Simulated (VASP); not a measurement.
# Rh (I4/mmm) in VASP: single point with PBE

Aim: the single point of Rh with PBE.

Program: VASP 6.6.1. These are calculated values, not measurements. Logs are shortened: lines on timing, memory, paths and dates and some standing lists are left out, and cuts for length are marked.

## (1) The cell of the first run

The structure is tetragonal, space group I4/mmm (No. 139). The conventional cell has a = 2.637 Å, b = 2.637 Å, c = 3.955 Å, α = 90.00°, β = 90.00°, γ = 90.00°. Rh (site symmetry 4/mmm) has 12 Rh at 2.64 to 2.72 Å as nearest neighbours.

## (2) Single point, PBE (z stretched by +4 % at fixed volume)

INCAR reads:

```
SYSTEM = Rh
  PREC = Accurate
  ENCUT = 520
  EDIFF = 1E-6
  ISMEAR = -1
  SIGMA = 0.08
  LREAL = .False.
  LASPH = .True.
  NELM = 100
  ALGO = Normal
  ISIF = 2
  LWAVE = .False.
  LCHARG = .False.
  GGA = PE
  NBANDS = 14
```

KPOINTS reads:

```
Automatic mesh
0
Gamma
  16 16 16
  0 0 0
```

POSCAR reads:

```
Rh
1.0
    0.0000000000      1.8646231839      1.9776120000
    1.8646231839      0.0000000000      1.9776120000
    1.8646231839      1.8646231839      0.0000000000
Rh
1
Direct
    0.0000000000      0.0000000000      0.0000000000
```

Potentials or basis: VASP PAW PBE potentials, release 64 (Rh_pv).

Run with:

```console
> cat potpaw_PBE.64/Rh_pv/POTCAR > POTCAR
> mpirun -np 1 vasp_std > vasp.out
```

OUTCAR:

```text
SYSTEM = Rh
   PREC = Accurate
   ENCUT = 520
   EDIFF = 1E-6
   ISMEAR = -1
   LREAL = .False.
   LASPH = .True.
   NELM = 100
   ISIF = 2
   GGA = PE

 ion  position               nearest neighbor table
   1  0.000  0.000  0.000-

  LATTYP: Found a body centered tetragonal cell.
 ALAT       =     2.6369753954
 C/A-ratio  =     1.4999093306

  Lattice vectors:

 A1 = (  -1.8646231839,   0.0000000000,   1.9776120000)
 A2 = (   1.8646231839,   0.0000000000,   1.9776120000)
 A3 = (   0.0000000000,   1.8646231839,  -1.9776120000)

Analysis of symmetry for initial positions (statically):
=====================================================================
 Subroutine PRICEL returns:
 Original cell was already a primitive cell.

 Routine SETGRP: Setting up the symmetry group for a
 body centered tetragonal supercell.

 Subroutine GETGRP returns: Found 16 space group operations
 (whereof 16 operations were pure point group operations)
 out of a pool of 16 trial point group operations.

The static configuration has the point symmetry D_4h.

Analysis of symmetry for dynamics (positions and initial velocities):
=====================================================================
 Subroutine PRICEL returns:
 Original cell was already a primitive cell.

 Routine SETGRP: Setting up the symmetry group for a
 body centered tetragonal supercell.

 Subroutine GETGRP returns: Found 16 space group operations
 (whereof 16 operations were pure point group operations)
 out of a pool of 16 trial point group operations.

The dynamic configuration has the point symmetry D_4h.

 Subroutine INISYM returns: Found 16 space group operations
 (whereof 16 operations are pure point group operations),
 and found     1 'primitive' translations

----------------------------------------------------------------------------------------

                                     Primitive cell

  volume of cell :      13.7516

  direct lattice vectors                    reciprocal lattice vectors
     0.000000000  1.864623184  1.977612000    -0.268150694  0.268150694  0.252830181
     1.864623184  0.000000000  1.977612000     0.268150694 -0.268150694  0.252830181
     1.864623184  1.864623184  0.000000000     0.268150694  0.268150694 -0.252830181

  length of vectors
     2.718045040  2.718045040  2.636975395     0.455777017  0.455777017  0.455777017

  position of ions in fractional coordinates (direct lattice)
     0.000000000  0.000000000  0.000000000

[... 83 lines left out ...]
   POTIM  = 0.5000    time-step for ionic-motion
   TEBEG  =    0.0;   TEEND  =   0.0 temperature during run
   PSTRESS=    0.0 pullay stress
   NELECT =      15.0000    total number of electrons
   NUPDOWN=      -1.0000    fix difference up-down
   EMIN   =  10.00;   EMAX   =-10.00  energy-range for DOS
   EFERMI =   0.00;   METHOD = LEGACY
   ISMEAR =    -1;   SIGMA  =   0.08  broadening in eV -4-tet -1-fermi 0-gaus
   EFERMI_NEDOS =   21; number of points for ismear=-14 and -15
   IALGO  =     38    algorithm
   IMIX   =      4    mixing-type and parameters
     AMIX     =   0.40;   BMIX     =  1.00
     AMIX_MAG =   1.60;   BMIX_MAG =  1.00
  volume/ion in A,a.u.               =      13.75        92.80
  Fermi-wavevector in a.u.,A,eV,Ry     =   1.685211  3.184586 38.639656  2.839935
  Thomas-Fermi vector in A             =   2.768095
   LORBIT       =      0    0 simple, 1 ext, 2 COOP (PROOUT), +10 PAW based schemes
   GGA     = PE    functional components
   LHFCALC =     F    Hartree Fock is set to
   AEXX    =    0.0000 exact exchange contribution
   IVDW    =     0    specifies the selected vdW correction
   LEPSILON=     F    determine dielectric tensor
   LRPA    =     F    only Hartree local field effects (RPA)
 non-spin polarized calculation
  energy-cutoff  :      520.00
  volume of cell :       13.75
 maximum number of plane-waves:       382
   NGX = 11   NGY = 11   NGZ =  9

 number of electron      15.0000004 magnetization

 Free energy of the ion-electron system (eV)
  ---------------------------------------------------
  ext. energy  EPLUGINS =         0.00000000
  ---------------------------------------------------
  free energy    TOTEN  =        -7.24315662 eV

  energy without entropy =       -7.21372227  energy(sigma->0) =       -7.22843945

 E-fermi :  11.8880     XC(G=0): -14.0286

 val. band max:       11.8756929387   @ k =  -0.3750   0.0000   0.2500
 cond. band min:      11.8952129224   @ k =  -0.4375   0.0625   0.4375
 fundamental gap:      0.0195199837
 Fermi energy:        11.8879633009

 k-point     1 :       0.0000    0.0000    0.0000
  band No.  band energies     occupation
      1     -34.4899      2.00000
      2     -34.4592      2.00000
      3     -34.4592      2.00000
      4       3.9443      2.00000
      5       8.4038      2.00000
      6       9.0664      2.00000
      7       9.0664      2.00000
      8      10.4964      2.00000
      9      11.2894      1.99887
     10      27.9572      0.00000
     11      32.2085      0.00000
     12      32.4492      0.00000
     13      33.9660      0.00000
     14      33.9660      0.00000
[... 377 lines left out ...]
      1     -34.5391      2.00000
      2     -34.5085      2.00000
      3     -34.4617      2.00000
      4       4.3714      2.00000
      5       8.6318      2.00000
      6       8.8082      2.00000
      7       9.2099      2.00000
      8      10.5753      2.00000
      9      11.0653      1.99993
     10      28.5345      0.00000
     11      31.9266      0.00000
     12      32.3803      0.00000
     13      32.4529      0.00000
     14      34.8957      0.00000

 [... further k-points ...]

------------------------ aborting loop because EDIFF is reached ----------------------------------------

  FORCE on cell =-STRESS in cart. coord.  units (eV):
  Direction    XX          YY          ZZ          XY          YZ          ZX
  --------------------------------------------------------------------------------------
  -------------------------------------------------------------------------------------
  Total        1.0002894      1.0002894     -0.2567381      0.0000000      0.0000000      0.0000000
  in kB      116.5421417    116.5421417    -29.9121513      0.0000000      0.0000000      0.0000000
  external PRESSURE =      67.7240440 kB  Pullay stress =       0.0000000 kB

 VOLUME and BASIS-vectors are now :
 -----------------------------------------------------------------------------
  energy-cutoff  :      520.00
  volume of cell :       13.75
      direct lattice vectors                 reciprocal lattice vectors
     0.000000000  1.864623184  1.977612000    -0.268150694  0.268150694  0.252830181
     1.864623184  0.000000000  1.977612000     0.268150694 -0.268150694  0.252830181
     1.864623184  1.864623184  0.000000000     0.268150694  0.268150694 -0.252830181

 POSITION                                       TOTAL-FORCE (eV/Angst)
 -----------------------------------------------------------------------------------
      0.00000      0.00000      0.00000         0.000000      0.000000     -0.000000
 -----------------------------------------------------------------------------------
    total drift:                                0.000000      0.000000      0.000000

  FREE ENERGIE OF THE ION-ELECTRON SYSTEM (eV)
  ---------------------------------------------------
  free  energy   TOTEN  =        -7.2431566229 eV

  energy  without entropy=       -7.2137222700  energy(sigma->0) =       -7.22843945
```

OSZICAR:

```text
N       E                     dE             d eps       ncg     rms          rms(c)
DAV:   1     0.119898689594E+03    0.11990E+03   -0.87881E+03  9786   0.115E+03
DAV:   2    -0.618575363767E+01   -0.12608E+03   -0.12065E+03 10768   0.341E+02
DAV:   3    -0.772889686982E+01   -0.15431E+01   -0.15408E+01 11680   0.414E+01
DAV:   4    -0.773466826163E+01   -0.57714E-02   -0.57712E-02 11242   0.259E+00
DAV:   5    -0.773471973569E+01   -0.51474E-04   -0.51475E-04 11506   0.216E-01    0.102E+01
DAV:   6    -0.726302148430E+01    0.47170E+00   -0.79420E-01 10330   0.123E+01    0.361E+00
DAV:   7    -0.724659622431E+01    0.16425E-01   -0.17915E-02 11440   0.163E+00    0.169E+00
DAV:   8    -0.724331016427E+01    0.32861E-02   -0.36208E-03 10396   0.809E-01    0.209E-01
DAV:   9    -0.724315592734E+01    0.15424E-03   -0.12826E-04 10366   0.158E-01    0.114E-02
DAV:  10    -0.724315662287E+01   -0.69553E-06   -0.31601E-06 11266   0.218E-02
   1 F= -.72431566E+01 E0= -.72284394E+01  d E =-.294344E-01
```

stdout:

```text
POSCAR found type information on POSCAR Rh
 POSCAR found :  1 types and       1 ions
 scaLAPACK will be used
 LDA part: xc-table for (Slater+PW92), standard interpolation
 POSCAR, INCAR and KPOINTS ok, starting setup
 FFT: planning ... GRIDC
 FFT: planning ... GRID_SOFT
 FFT: planning ... GRID
 WAVECAR not read
 entering main loop
```

Wall time 25 s (1 thread of Intel Xeon Platinum 8488C (Sapphire Rapids), shared host); peak memory 0.17 GiB.

Results:

```yaml
Free_energy: -7.2432 eV
Pressure: 6.8 GPa
Band_gap_on_the_k_mesh: none (metal or under the smearing width)
```

Stress tensor (GPa, compression positive):
```
11.65  0.00  0.00
 0.00 11.65  0.00
 0.00  0.00 -2.99
```
